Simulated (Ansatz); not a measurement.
## I under changes of volume

One of the cells (40.553 Å³/atom); the others are scaled copies at fixed shape and fractional positions:

```xyz
1
Lattice="0.0000 2.3656 3.9098 2.1922 0.0000 3.9098 2.1922 2.3656 0.0000" Properties=species:S:1:pos:R:3 pbc="T T T"
I     0.0000    0.0000    0.0000
```

| Item | Value |
| --- | --- |
| Program | Ansatz 0.2.0 |
| Functional | PBE |
| Potentials or basis | Ansatz PAW |
| Cutoff | 420 eV (not typed: the program's choice for these potentials) |
| k mesh | 9 × 9 × 9 |
| Occupations | fermi-dirac, width 0.05 eV |
| Spin | no spin polarisation |

```csv
volume (Å³/atom),energy over the lowest point (meV/atom),pressure (GPa)
38.120,?,?
38.931,11.19,1.7
39.742,4.57,1.0
40.553,0.95,0.5
41.364,0.00,0.0
42.175,1.40,-0.5
42.986,4.86,-0.8
```

Q: What does the run at 38.120 Å³/atom give?

A: Energy over the lowest point 21.23 meV/atom; pressure 2.4 GPa.

Worked out: A Birch-Murnaghan fit of order 3 (a polynomial in V^(-2/3)) to the other rows has its minimum at 41.27 Å³/atom with B0 = V·E''(V) = 24 GPa and B' = 5.4 at fixed shape and positions, which overstates the stiffness. It gives 21.23 meV/atom at 38.120 Å³/atom, against the run's 21.23, and -dE/dV = 2.4 GPa, against 2.4.

Energies are extrapolated to zero smearing.

Caveats: an odd number of electrons without spin polarisation forces a metal; a magnetic or distorted state may lie lower.
